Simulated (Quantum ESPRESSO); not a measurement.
# Ti under changes of volume

One of the cells (17.636 Å³/atom); the others are scaled copies at fixed shape and fractional positions:

```xyz
2
Lattice="2.9500 0.0000 0.0000 -1.4750 2.5548 0.0000 0.0000 0.0000 4.6800" Properties=species:S:1:pos:R:3 pbc="T T T"
Ti    1.4750    0.8516    3.5100
Ti    0.0000    1.7032    1.1700
```

* Program: Quantum ESPRESSO 7.5
* Functional: LDA
* Potentials or basis: GBRV 1.5 LDA
* Cutoff: 612 eV
* Density cutoff: 4898 eV
* k mesh: 10 × 10 × 6
* Occupations: fermi-dirac, width 0.05 eV
* Spin: no spin polarisation

```tsv
volume (Å³/atom)	energy over the lowest point (meV/atom)	pressure (GPa)
16.577	0.00	-3.5
16.930	10.26	-5.8
17.283	25.34	-7.9
17.636	44.75	-9.7
17.988	68.12	-11.5
18.341	95.08	-13.0
18.694	?	?
```

What does the run at 18.694 Å³/atom give?

Energy over the lowest point 125.26 meV/atom; pressure -14.4 GPa.

Worked out: A Birch-Murnaghan fit of order 3 (a polynomial in V^(-2/3)) to the other rows has its minimum at 16.10 Å³/atom, just outside them, with B0 = V·E''(V) = 126 GPa and B' = 3.5 at fixed shape and positions, which overstates the stiffness. It gives 125.33 meV/atom at 18.694 Å³/atom, against the run's 125.26, and -dE/dV = -14.4 GPa, against -14.4.

Energies are extrapolated to zero smearing.
